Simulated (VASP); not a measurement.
# Ca (P6_3/mmc) in VASP: further runs

Runs on Ca. Level: PBE. Tasks: single point.

All numbers are computed with VASP 6.6.1; they aren't measurements. Logs are shortened: lines on timing, memory, paths and dates and some standing lists are left out, and cuts for length are marked.

### Step 1. Starting point

Symmetry: P6_3/mmc, No. 194, hexagonal system. Conventional cell: a = 3.980 Å, b = 3.980 Å, c = 6.520 Å, α = 90.00°, β = 90.00°, γ = 120.00°. Ca (site symmetry -6m2) is surrounded by 12 Ca at 3.98 to 3.99 Å.

This isn't the form of Ca at room conditions, which is fcc.

### Step 2. Single point, PBE

INCAR

```
  PREC = Accurate
  ENCUT = 460
  EDIFF = 1E-6
  ISMEAR = 1
  SIGMA = 0.1
  LREAL = Auto
  LASPH = T
  NELM = 100
  ALGO = Normal
  ISIF = 2
  LWAVE = F
  LCHARG = F
  GGA = PE
  NBANDS = 17
  ADDGRID = F
```

KPOINTS

```
regular mesh
0
Gamma
  12 12 7
```

POSCAR

```
Ca
1.0
    3.9800000000      0.0000000000      0.0000000000
   -1.9900000000      3.4467811071      0.0000000000
    0.0000000000      0.0000000000      6.5200000000
Ca
2
Direct
    0.6666666667      0.3333333333      0.7500000000
    0.3333333333      0.6666666667      0.2500000000
```

Potentials or basis: VASP PAW PBE potentials, release 64 (Ca_sv).

Launch:

```sh
cat potpaw_PBE.64/Ca_sv/POTCAR > POTCAR
mpirun -np 1 vasp_std > vasp.out
```

OUTCAR:

```text
PREC = Accurate
   ENCUT = 460
   EDIFF = 1E-6
   ISMEAR = 1
   LREAL = Auto
   LASPH = T
   NELM = 100
   ISIF = 2
   GGA = PE

 Found     76 irreducible k-points:

 Following reciprocal coordinates:
            Coordinates               Weight
  0.000000  0.000000  0.000000      1.000000
  0.083333 -0.000000  0.000000      6.000000
  0.166667  0.000000  0.000000      6.000000
  0.250000  0.000000  0.000000      6.000000
  0.333333  0.000000  0.000000      6.000000
  0.416667  0.000000  0.000000      6.000000
   k-points           NKPTS =     76   k-points in BZ     NKDIM =     76   number of bands    NBANDS=     17
   number of dos      NEDOS =    301   number of ions     NIONS =      2
   total plane-waves  NPLWV =  37632
   dimension x,y,z NGX =    28 NGY =   28 NGZ =   48
   dimension x,y,z NGXF=    56 NGYF=   56 NGZF=   96
   ions per type =               2
   NGX,Y,Z   is equivalent  to a cutoff of  11.70, 11.70, 12.24 a.u.
   NGXF,Y,Z  is equivalent  to a cutoff of  23.39, 23.39, 24.48 a.u.
 SYSTEM =  unknown system
   PREC   = accura    normal or accurate (medium, high low for compatibility)
   ISTART =      0    job   : 0-new  1-cont  2-samecut
   ICHARG =      2    charge: 1-file 2-atom 10-const
   ISPIN  =      1    spin polarized calculation?
   LNONCOLLINEAR =      F non collinear calculations
   LSORBIT =      F    spin-orbit coupling
   LASPH  =      T    aspherical Exc in radial PAW
   ENCUT  =  460.0 eV  33.81 Ry    5.81 a.u.   6.96  6.96 11.40*2*pi/ulx,y,z
   NELM   =    100;   NELMIN=  2; NELMDL= -5     # of ELM steps
   EDIFF  = 0.1E-05   stopping-criterion for ELM
   LREAL  =      T    real-space projection
   EDIFFG = 0.1E-04   stopping-criterion for IOM
   NSW    =      0    number of steps for IOM
   IBRION =     -1    ionic relax: 0-MD 1-quasi-New 2-CG
   NFREE  =      0    steps in history (QN), initial steepest desc. (CG)
   ISIF   =      2    stress and relaxation
   ISYM   =      2    0-nonsym 1-usesym 2-fastsym
   POTIM  = 0.5000    time-step for ionic-motion
   TEBEG  =    0.0;   TEEND  =   0.0 temperature during run
   PSTRESS=    0.0 pullay stress
   NELECT =      20.0000    total number of electrons
   NUPDOWN=      -1.0000    fix difference up-down
   EMIN   =  10.00;   EMAX   =-10.00  energy-range for DOS
   EFERMI =   0.00;   METHOD = LEGACY
   ISMEAR =     1;   SIGMA  =   0.10  broadening in eV -4-tet -1-fermi 0-gaus
   EFERMI_NEDOS =   21; number of points for ismear=-14 and -15
   IALGO  =     38    algorithm
   IMIX   =      4    mixing-type and parameters
     AMIX     =   0.40;   BMIX     =  1.00
     AMIX_MAG =   1.60;   BMIX_MAG =  1.00
  volume/ion in A,a.u.               =      44.72       301.79
  Fermi-wavevector in a.u.,A,eV,Ry     =   0.993657  1.877740 13.433783  0.987355
  Thomas-Fermi vector in A             =   2.125555
   LORBIT       =      0    0 simple, 1 ext, 2 COOP (PROOUT), +10 PAW based schemes
   GGA     = PE    functional components
   LHFCALC =     F    Hartree Fock is set to
   AEXX    =    0.0000 exact exchange contribution
   IVDW    =     0    specifies the selected vdW correction
   LEPSILON=     F    determine dielectric tensor
   LRPA    =     F    only Hartree local field effects (RPA)
 non-spin polarized calculation
 Methfessel and Paxton  Order N= 1 SIGMA  =   0.10
  energy-cutoff  :      460.00
  volume of cell :       89.44
 maximum number of plane-waves:      2019
 NGX is ok and might be reduce to    28

 number of electron      20.0000001 magnetization

 Free energy of the ion-electron system (eV)
  ---------------------------------------------------
  ext. energy  EPLUGINS =         0.00000000
  ---------------------------------------------------
  free energy    TOTEN  =        -3.84115678 eV

  energy without entropy =       -3.84275080  energy(sigma->0) =       -3.84168812

 E-fermi :   1.8058     XC(G=0):  -7.5576

 val. band max:        1.8048382325   @ k =   0.2500   0.0833   0.0000
 cond. band min:       1.8058964891   @ k =   0.3333   0.0000   0.0000
 fundamental gap:      0.0010582566
 Fermi energy:         1.8057675700

 k-point     1 :       0.0000    0.0000    0.0000
  band No.  band energies     occupation
      1     -40.4059      2.00000
      2     -40.3958      2.00000
      3     -21.4360      2.00000
      4     -21.3459      2.00000
      5     -21.3459      2.00000
      6     -21.3305      2.00000
[... 9 lines left out ...]
     16       4.2737      0.00000
     17       4.6442      0.00000

 k-point     2 :       0.0833   -0.0000    0.0000
  band No.  band energies     occupation
      1     -40.4053      2.00000
      2     -40.3955      2.00000
      3     -21.4336      2.00000
      4     -21.3516      2.00000
      5     -21.3477      2.00000
      6     -21.3364      2.00000
[... 9 lines left out ...]
     16       4.3452      0.00000
     17       4.5656      0.00000

 k-point     3 :       0.1667    0.0000    0.0000
  band No.  band energies     occupation
      1     -40.4035      2.00000
      2     -40.3946      2.00000
      3     -21.4266      2.00000
      4     -21.3671      2.00000
      5     -21.3525      2.00000
      6     -21.3523      2.00000
[... 9 lines left out ...]
     16       4.3275      0.00000
     17       4.4093      0.00000

 k-point     4 :       0.2500    0.0000    0.0000
  band No.  band energies     occupation
      1     -40.4011      2.00000
      2     -40.3936      2.00000
      3     -21.4162      2.00000
      4     -21.3886      2.00000
      5     -21.3737      2.00000
      6     -21.3590      2.00000
[... 9 lines left out ...]
     16       4.5760      0.00000
     17       4.6130      0.00000

 k-point     5 :       0.3333    0.0000    0.0000
  band No.  band energies     occupation
      1     -40.3985      2.00000
      2     -40.3927      2.00000
      3     -21.4102      2.00000
      4     -21.4040      2.00000
      5     -21.3947      2.00000
      6     -21.3653      2.00000
[... 9 lines left out ...]
     16       4.8904      0.00000
     17       5.0730      0.00000

 k-point     6 :       0.4167    0.0000    0.0000
  band No.  band energies     occupation
      1     -40.3964      2.00000
      2     -40.3923      2.00000
      3     -21.4261      2.00000
      4     -21.4098      2.00000
      5     -21.3927      2.00000
      6     -21.3698      2.00000
[... 9 lines left out ...]
     16       5.2830      0.00000
     17       5.4852      0.00000

 [... further k-points ...]

------------------------ aborting loop because EDIFF is reached ----------------------------------------

  FORCE on cell =-STRESS in cart. coord.  units (eV):
  Direction    XX          YY          ZZ          XY          YZ          ZX
  --------------------------------------------------------------------------------------
  -------------------------------------------------------------------------------------
  Total       -0.4691437     -0.4691437     -0.4808150      0.0000000     -0.0000000      0.0000000
  in kB       -8.4037305     -8.4037305     -8.6127968      0.0000000     -0.0000000      0.0000000
  external PRESSURE =      -8.4734192 kB  Pullay stress =       0.0000000 kB

 VOLUME and BASIS-vectors are now :
 -----------------------------------------------------------------------------
  energy-cutoff  :      460.00
  volume of cell :       89.44
      direct lattice vectors                 reciprocal lattice vectors
     3.980000000  0.000000000  0.000000000     0.251256281  0.145062882  0.000000000
    -1.990000000  3.446781107  0.000000000     0.000000000  0.290125763  0.000000000
     0.000000000  0.000000000  6.520000000     0.000000000  0.000000000  0.153374233

 POSITION                                       TOTAL-FORCE (eV/Angst)
 -----------------------------------------------------------------------------------
      1.99000      1.14893      4.89000         0.000000     -0.000000      0.000000
     -0.00000      2.29785      1.63000        -0.000000      0.000000      0.000000
 -----------------------------------------------------------------------------------
    total drift:                                0.000000     -0.000000      0.000000

  FREE ENERGIE OF THE ION-ELECTRON SYSTEM (eV)
  ---------------------------------------------------
  free  energy   TOTEN  =        -3.8411567759 eV

  energy  without entropy=       -3.8427507973  energy(sigma->0) =       -3.84168812
```

stdout:

```text
POSCAR found type information on POSCAR Ca
 POSCAR found :  1 types and       2 ions
 scaLAPACK will be used
 -----------------------------------------------------------------------------
|                                                                             |
|                                                                             |
|     You have a (more or less) 'small supercell' and for smaller cells       |
|     it is recommended to use the reciprocal-space projection scheme!        |
|     The real-space optimization is not efficient for small cells and it     |
|     is also less accurate ...                                               |
|     Therefore, set LREAL=.FALSE. in the INCAR file.                         |
|                                                                             |
 -----------------------------------------------------------------------------

 LDA part: xc-table for (Slater+PW92), standard interpolation
 POSCAR, INCAR and KPOINTS ok, starting setup
 FFT: planning ... GRIDC
 FFT: planning ... GRID_SOFT
 FFT: planning ... GRID
 WAVECAR not read
 entering main loop
```

It took 49 s on 1 thread of Intel Xeon 6975P-C (Granite Rapids), shared host; peak memory 0.2 GiB.

The run converged, but some of its settings lie outside the range that counts as converged, so its numbers aren't taken as properties of the crystal.

What came out:

- Free energy: -3.8412 eV
- Pressure: -0.8 GPa
- Band gap on the k mesh: none (metal or under the smearing width)

### Step 3. Single point, PBE

Changes to INCAR since step 2:

```diff
@@ -2,6 +2,6 @@
   ENCUT = 460
-  EDIFF = 1E-6
+  EDIFF = 0.01
   ISMEAR = 1
   SIGMA = 0.1
-  LREAL = Auto
+  LREAL = F
   LASPH = T
```

KPOINTS is that of step 2.

POSCAR is that of step 2.

Potentials or basis: VASP PAW PBE potentials, release 64 (Ca_sv).

Launch:

```sh
cat potpaw_PBE.64/Ca_sv/POTCAR > POTCAR
mpirun -np 1 vasp_std > vasp.out
```

Wall time 20 s (1 thread of Intel Xeon 6975P-C (Granite Rapids), shared host); peak memory 0.22 GiB.

These settings aren't checked as converged: the numbers below hold their error.

What came out:

```
Free energy            : -3.8420 eV
Pressure               : -2.3 GPa
Band gap on the k mesh : none (metal or under the smearing width)
```

[end of part 1 of 2]
